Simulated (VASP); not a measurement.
# BaTiO3 (Pm-3m) in VASP: further runs, part 3 of 3

VASP 6.6.1. Earlier steps stand in the parts before.

### 6 Dielectric tensor, PBEsol

The input, INCAR:

```
PREC = Accurate
ENCUT = 280
EDIFF = 1E-8
ISMEAR = 0
SIGMA = 0.01
LREAL = False
LASPH = True
NELM = 100
ALGO = Normal
ISIF = 2
LWAVE = False
LCHARG = False
GGA = PS
LEPSILON = True
```

The input, KPOINTS:

```
Automatic mesh
0
Gamma
  8 8 8
```

The input, POSCAR:

```
BaTiO3
1.0
    4.0060000000      0.0000000000      0.0000000000
    0.0000000000      4.0060000000      0.0000000000
    0.0000000000      0.0000000000      4.0060000000
Ba Ti O
1 1 3
Direct
    0.5000000000      0.5000000000      0.5000000000
    0.0000000000      0.0000000000      0.0000000000
    0.0000000000      0.0000000000      0.5000000000
    0.0000000000      0.5000000000      0.0000000000
    0.5000000000      0.0000000000      0.0000000000
```

Potentials or basis: VASP PAW PBE potentials, release 64 (Ba_sv, Ti_sv, O).

On the command line:

```bash
$ cat potpaw_PBE.64/Ba_sv/POTCAR potpaw_PBE.64/Ti_sv/POTCAR potpaw_PBE.64/O/POTCAR > POTCAR
$ mpirun -np 1 vasp_std > vasp.out
```

OUTCAR:

```text
PREC = Accurate
   ENCUT = 280
   EDIFF = 1E-8
   ISMEAR = 0
   LREAL = False
   LASPH = True
   NELM = 100
   ISIF = 2
   GGA = PS
   LEPSILON = True

 Found     35 irreducible k-points:

 Following reciprocal coordinates:
            Coordinates               Weight
  0.000000  0.000000  0.000000      1.000000
  0.125000  0.000000  0.000000      6.000000
  0.250000  0.000000  0.000000      6.000000
  0.375000  0.000000  0.000000      6.000000
  0.500000  0.000000  0.000000      3.000000
  0.125000  0.125000  0.000000     12.000000
   k-points           NKPTS =     35   k-points in BZ     NKDIM =     35   number of bands    NBANDS=     24
   number of dos      NEDOS =    301   number of ions     NIONS =      5
   total plane-waves  NPLWV =  13824
   dimension x,y,z NGX =    24 NGY =   24 NGZ =   24
   dimension x,y,z NGXF=    48 NGYF=   48 NGZF=   48
   ions per type =               1   1   3
   NGX,Y,Z   is equivalent  to a cutoff of   9.96,  9.96,  9.96 a.u.
   NGXF,Y,Z  is equivalent  to a cutoff of  19.92, 19.92, 19.92 a.u.
 SYSTEM =  unknown system
   PREC   = accura    normal or accurate (medium, high low for compatibility)
   ISTART =      0    job   : 0-new  1-cont  2-samecut
   ICHARG =      2    charge: 1-file 2-atom 10-const
   ISPIN  =      1    spin polarized calculation?
   LNONCOLLINEAR =      F non collinear calculations
   LSORBIT =      F    spin-orbit coupling
   LASPH  =      T    aspherical Exc in radial PAW
   ENCUT  =  280.0 eV  20.58 Ry    4.54 a.u.   5.47  5.47  5.47*2*pi/ulx,y,z
   NELM   =    100;   NELMIN=  2; NELMDL= -5     # of ELM steps
   EDIFF  = 0.1E-07   stopping-criterion for ELM
   LREAL  =      F    real-space projection
   EDIFFG = 0.1E-06   stopping-criterion for IOM
   NSW    =      0    number of steps for IOM
   IBRION =     -1    ionic relax: 0-MD 1-quasi-New 2-CG
   NFREE  =      0    steps in history (QN), initial steepest desc. (CG)
   ISIF   =      2    stress and relaxation
   ISYM   =      2    0-nonsym 1-usesym 2-fastsym
   POTIM  = 0.5000    time-step for ionic-motion
   TEBEG  =    0.0;   TEEND  =   0.0 temperature during run
[... 246 lines left out ...]
  ---------------------------------------------------
  free energy    TOTEN  =        -1.07251146 eV

  energy without entropy =       -1.07251146

------------------------ aborting loop because EDIFF is reached ----------------------------------------

--------------------------------------- Ionic step        2  -------------------------------------------

------------------------ aborting loop because EDIFF is reached ----------------------------------------

--------------------------------------- Ionic step        3  -------------------------------------------

 Free energy of the ion-electron system (eV)
  ---------------------------------------------------
  ---------------------------------------------------
  free energy    TOTEN  =        -1.07255425 eV

  energy without entropy =       -1.07255425

------------------------ aborting loop because EDIFF is reached ----------------------------------------

 PIEZOELECTRIC TENSOR FIELD DIRECTION 3  (e Angst)
 -----------------------------------------------------------------------------
     0.00897  0.00000 -0.00000           ( -0.00003  0.00000  0.00000)
     0.00000  0.00897  0.00000           (  0.00000 -0.00003  0.00000)
     0.00000 -0.00000 -0.01580           (  0.00000  0.00000  0.00040)

 PIEZOELECTRIC TENSOR FIELD DIRECTION 3  (C/m^2)
 -----------------------------------------------------------------------------
     0.00224  0.00000 -0.00000
     0.00000  0.00224  0.00000
     0.00000 -0.00000 -0.00394

 MACROSCOPIC STATIC DIELECTRIC TENSOR (including local field effects in DFT)
 ------------------------------------------------------
           6.749254    -0.000000    -0.000000
          -0.000000     6.749254    -0.000000
           0.000000     0.000000     6.749254
 ------------------------------------------------------

 PIEZOELECTRIC TENSOR (including local field effects)  for field in x, y, z        (e  Angst)
          XX          YY          ZZ          XY          YZ          ZX
  --------------------------------------------------------------------------------
  x     0.00000     0.00000     0.00000     0.00000     0.00000     0.00000
  y     0.00000     0.00000     0.00000     0.00000     0.00000     0.00000
  z     0.00000     0.00000     0.00000     0.00000     0.00000     0.00000

 PIEZOELECTRIC TENSOR (including local field effects)  for field in x, y, z        (C/m^2)
          XX          YY          ZZ          XY          YZ          ZX
  --------------------------------------------------------------------------------
  x     0.00000     0.00000     0.00000     0.00000     0.00000     0.00000
  y     0.00000     0.00000     0.00000     0.00000     0.00000     0.00000
  z     0.00000     0.00000     0.00000     0.00000     0.00000     0.00000

 BORN EFFECTIVE CHARGES (including local field effects) (in |e|, cummulative output)
 ---------------------------------------------------------------------------------
 ion    1
    1     2.69488     0.00000    -0.00000
    2     0.00000     2.69488    -0.00000
    3    -0.00000     0.00000     2.69488
 ion    2
    1     7.42975    -0.00000     0.00000
    2    -0.00000     7.42975     0.00000
    3    -0.00000    -0.00000     7.42975
 ion    3
    1    -2.10840    -0.00000    -0.00000
    2     0.00000    -2.10840    -0.00000
    3     0.00000    -0.00000    -5.90782
 ion    4
    1    -2.10840    -0.00000     0.00000
    2     0.00000    -5.90782    -0.00000
    3     0.00000    -0.00000    -2.10840
 ion    5
    1    -5.90782    -0.00000     0.00000
    2    -0.00000    -2.10840    -0.00000
    3    -0.00000     0.00000    -2.10840
```

OSZICAR:

```text
[... 13 lines left out ...]
RMM:  20    -0.107251857427E+01   -0.76571E-05    0.49484E-06  6557   0.618E-04    0.112E-03
RMM:  21    -0.107252790913E+01   -0.93349E-05    0.28583E-06  7299   0.542E-04    0.848E-04
RMM:  22    -0.107254046168E+01   -0.12553E-04    0.20045E-06  7856   0.575E-04    0.451E-04
RMM:  23    -0.107255269951E+01   -0.12238E-04    0.10229E-06  7851   0.512E-04    0.697E-05
RMM:  24    -0.107255704982E+01   -0.43503E-05    0.88096E-07  6441   0.253E-04    0.827E-05
RMM:  25    -0.107255850389E+01   -0.14541E-05    0.47797E-07  5385   0.144E-04    0.131E-04
RMM:  26    -0.107255667472E+01    0.18292E-05    0.40849E-07  3043   0.989E-05    0.823E-05
RMM:  27    -0.107255589259E+01    0.78213E-06    0.35526E-07  2705   0.839E-05    0.579E-05
RMM:  28    -0.107255424846E+01    0.16441E-05    0.25555E-07  3758   0.994E-05    0.659E-06
```

Wall time 8.8 min (1 thread of Intel Xeon Platinum 8259CL at 2.50GHz (Skylake/Cascade Lake), shared host); peak memory 0.25 GiB.

The run converged, but a check on its numbers failed (symmetry, net force, bounds or a known fault of this set-up), so they aren't taken as properties of the crystal.

Caveat: the cutoff lies under the usual one of these potentials, so the numbers hold a large basis-set error; the PAW data sets were made with another functional, which shifts forces and pressure a little; spin-orbit coupling is left out, which moves the levels of the heavy elements.

### 7 For comparison

An earlier run on the cell as given: functional PBEsol; potentials or basis VASP PAW PBE potentials, release 64 (Ba_sv, Ti_sv, O); cutoff 520 eV; k mesh 7 × 7 × 7; occupations fermi-dirac, width 0.05 eV; no spin polarisation.

* Pressure: -2.8 GPa
* Band gap on the k mesh: 1.76 eV, indirect (least direct gap 1.84 eV)
